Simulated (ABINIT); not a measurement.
Input of an ABINIT 10.8.3 (patched build) run:

The input run.abi:

```
# Pseudopotentials
pp_dirpath "./"
pseudos "Ge.GGA_PBE-JTH.xml"

# Structure
acell 5.5683893446 5.5683893446 5.5683893446
rprim
    -0.5458442478     0.5458442478     0.6356949852
     0.5458442478    -0.5458442478     0.6356949852
     0.5458442478     0.5458442478    -0.6356949852
ntypat 1
znucl 32
natom 1
typat 1
xred
     0.5000000000     0.5000000000     0.0000000000

# Plane-wave basis
ecut 707.496042 eV
pawecutdg 48.0
pawxcdev 0

# k points
kptopt 1
ngkpt 12 12 12
nshiftk 1
shiftk 0.0 0.0 0.0

# Exchange and correlation
ixc 23

# Bands and occupations
nband 11
occopt 3
tsmear 0.05 eV

# SCF cycle
nstep 100
tolvrs 1.0e-9

# Output
iomode 3
prtwf 0
prtden 0
prteig 0
prtebands 0
enunit 2
```

Potentials or basis: JTH PAW PBE v2.0.

Launch:

```bash
$ abinit run.abi > log 2>&1
```

Q: Predict the band gap on the k mesh.

A: None (metal or under the smearing width).

Q: Estimate the pressure.

A: -2.1 GPa.

Stress tensor (GPa, compression positive):
```
-2.28  0.00  0.00
 0.00 -2.28  0.00
 0.00  0.00 -1.60
```

Caveat: the PAW data sets were made with another functional, which shifts forces and pressure a little.
